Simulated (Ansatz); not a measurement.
Te:

```
Te
1.0
     4.45400    0.00000    0.00000
    -2.22700    3.85728    0.00000
     0.00000    0.00000    5.92400
Te
3
Direct
  0.73100 0.73100 0.00000
  0.00000 0.26900 0.66667
  0.26900 0.00000 0.33333
```

```yaml
Program: Ansatz 0.2.0
Task: relaxation of cell and atoms
Functional: BLYP
Dispersion: D4
Potentials_or_basis: Ansatz PAW
Cutoff: "420 eV (not typed: the program's choice for these potentials)"
k_mesh: 7 × 7 × 5
Occupations: fermi-dirac, width 0.05 eV
Spin: no spin polarisation
```

At the start: volume 33.93 Å³/atom.

Where does the relaxation end?

It ends after 6 steps and the volume is 33.57 Å³/atom (-1.0 %); space group P3_121 (No. 152, to 0.05 Å).

Step by step:
```tsv
step	energy change (eV)	largest force (eV/Å)	volume (Å³)
1	0.0000	0.2331	101.78
2	-0.0115	0.0235	102.69
3	-0.0145	0.0390	101.26
4	-0.0155	0.0081	100.78
5	-0.0155	0.0009	100.72
6	-0.0154	0.0009	100.72
```

Final structure:
```
Te
1.0
     4.41466    0.00000    0.00000
    -2.20733    3.82321    0.00000
     0.00000    0.00000    5.96722
Te
3
Direct
  0.72058 0.72058 0.00000
  0.00000 0.27942 0.66667
  0.27942 0.00000 0.33333
```

Caveat: the plane-wave basis is chosen anew once the cell has moved, so the energies of steps on either side of that aren't comparable; the PAW data sets come from PBE, with cores solved anew for the run's functional, which leaves a small shift of forces and pressure.
